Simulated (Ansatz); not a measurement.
`CC(C)(C)c1cccnc1` + `BNCC` → `BN(CC)C(C)(C)C` + pyridine  (substitution at a C–C bond)

Program: Ansatz. Geometries: PBE0-D4/def2-TZVP. ΔE: electronic, gas phase. CBS: MP2 limit from def2 TZ/QZ plus the TZ coupled-cluster correction, frozen cores. DFT in def2-TZVPP. B3LYP here is the variant with VWN-RPA as its local correlation; programs differ in this. HSE06 is defined as in plane-wave codes. One conformer a species, not always the lowest.

```json
{"level": "LDA (SPW92)", "ΔE (kcal/mol)": "7.2", "difference from CCSD(T)/CBS": "-0.9"}
{"level": "PBE-D4", "ΔE (kcal/mol)": "8.7", "difference from CCSD(T)/CBS": "0.6"}
{"level": "revPBE-D4", "ΔE (kcal/mol)": "8.3", "difference from CCSD(T)/CBS": "0.2"}
{"level": "BLYP-D4", "ΔE (kcal/mol)": "8.2", "difference from CCSD(T)/CBS": "0.1"}
{"level": "r2SCAN-D4", "ΔE (kcal/mol)": "8.6", "difference from CCSD(T)/CBS": "0.5"}
{"level": "B97M-V", "ΔE (kcal/mol)": "8.7", "difference from CCSD(T)/CBS": "0.6"}
{"level": "PBE0-D4", "ΔE (kcal/mol)": "9.1", "difference from CCSD(T)/CBS": "1.0"}
{"level": "B3LYP-D4", "ΔE (kcal/mol)": "8.6", "difference from CCSD(T)/CBS": "0.5"}
{"level": "r2SCANh-D4", "ΔE (kcal/mol)": "8.7", "difference from CCSD(T)/CBS": "0.6"}
{"level": "r2SCAN0-D4", "ΔE (kcal/mol)": "8.9", "difference from CCSD(T)/CBS": "0.8"}
{"level": "HSE06-D4", "ΔE (kcal/mol)": "9.1", "difference from CCSD(T)/CBS": "1.0"}
{"level": "BHLYP-D4", "ΔE (kcal/mol)": "8.9", "difference from CCSD(T)/CBS": "0.8"}
{"level": "CAM-B3LYP-D4", "ΔE (kcal/mol)": "8.5", "difference from CCSD(T)/CBS": "0.4"}
{"level": "ωB97X-V", "ΔE (kcal/mol)": "8.2", "difference from CCSD(T)/CBS": "0.1"}
{"level": "ωB97M-V", "ΔE (kcal/mol)": "8.1", "difference from CCSD(T)/CBS": "0.0"}
{"level": "B2PLYP", "ΔE (kcal/mol)": "9.2", "difference from CCSD(T)/CBS": "1.1"}
{"level": "PBE-QIDH", "ΔE (kcal/mol)": "9.3", "difference from CCSD(T)/CBS": "1.2"}
{"level": "revPBE", "ΔE (kcal/mol)": "10.4", "difference from CCSD(T)/CBS": "2.3"}
{"level": "BLYP", "ΔE (kcal/mol)": "9.6", "difference from CCSD(T)/CBS": "1.5"}
{"level": "r2SCAN", "ΔE (kcal/mol)": "8.7", "difference from CCSD(T)/CBS": "0.6"}
{"level": "PBE0", "ΔE (kcal/mol)": "9.5", "difference from CCSD(T)/CBS": "1.4"}
{"level": "B3LYP", "ΔE (kcal/mol)": "9.5", "difference from CCSD(T)/CBS": "1.4"}
{"level": "r2SCANh", "ΔE (kcal/mol)": "8.8", "difference from CCSD(T)/CBS": "0.7"}
{"level": "r2SCAN0", "ΔE (kcal/mol)": "9.0", "difference from CCSD(T)/CBS": "0.9"}
{"level": "HSE06", "ΔE (kcal/mol)": "9.5", "difference from CCSD(T)/CBS": "1.4"}
{"level": "BHLYP", "ΔE (kcal/mol)": "9.4", "difference from CCSD(T)/CBS": "1.3"}
{"level": "CAM-B3LYP", "ΔE (kcal/mol)": "8.9", "difference from CCSD(T)/CBS": "0.8"}
{"level": "LC-ωPBE", "ΔE (kcal/mol)": "9.2", "difference from CCSD(T)/CBS": "1.1"}
{"level": "RPA@PBE/def2-TZVPP", "ΔE (kcal/mol)": "7.6", "difference from CCSD(T)/CBS": "-0.5"}
{"level": "HF/def2-SVP", "ΔE (kcal/mol)": "9.9", "difference from CCSD(T)/CBS": "1.8"}
{"level": "MP2/def2-SVP", "ΔE (kcal/mol)": "10.3", "difference from CCSD(T)/CBS": "2.2"}
{"level": "CCSD(T)/def2-SVP", "ΔE (kcal/mol)": "8.5", "difference from CCSD(T)/CBS": "0.4"}
{"level": "HF/def2-TZVPP", "ΔE (kcal/mol)": "10.2", "difference from CCSD(T)/CBS": "2.1"}
{"level": "MP2/def2-TZVPP", "ΔE (kcal/mol)": "9.7", "difference from CCSD(T)/CBS": "1.6"}
{"level": "CCSD(T)/def2-TZVPP", "ΔE (kcal/mol)": "8.1", "difference from CCSD(T)/CBS": "0.0"}
{"level": "HF/def2-QZVPP", "ΔE (kcal/mol)": "10.2", "difference from CCSD(T)/CBS": "2.1"}
{"level": "MP2/def2-QZVPP", "ΔE (kcal/mol)": "9.7", "difference from CCSD(T)/CBS": "1.6"}
{"level": "SCS-MP2/def2-QZVPP", "ΔE (kcal/mol)": "9.4", "difference from CCSD(T)/CBS": "1.3"}
{"level": "HF/CBS(def2)", "ΔE (kcal/mol)": "10.2", "difference from CCSD(T)/CBS": "2.1"}
{"level": "MP2/CBS(def2)", "ΔE (kcal/mol)": "9.7", "difference from CCSD(T)/CBS": "1.6"}
{"level": "CCSD(T)/CBS", "ΔE (kcal/mol)": "8.1", "difference from CCSD(T)/CBS": "0"}
```

Largest T1 diagnostic among the species: 0.012.

The D4 term adds −0.9 kcal/mol with B3LYP and −0.4 kcal/mol with PBE0; it sums over pairs of atoms, weighted by their polarisabilities, and B3LYP, whose exchange is more repulsive, gets the larger term. Leaving LDA and LC-ωPBE aside and taking each functional with its dispersion term where it has one, the values spread over 1.2 kcal/mol, from ωB97M-V to PBE-QIDH. LDA lies −2.1 kcal/mol from PBE without D4.

CCSD(T)/CBS has its own doubt, a few kJ/mol and more with outer-core shells, so smaller differences from it don't rank the levels.
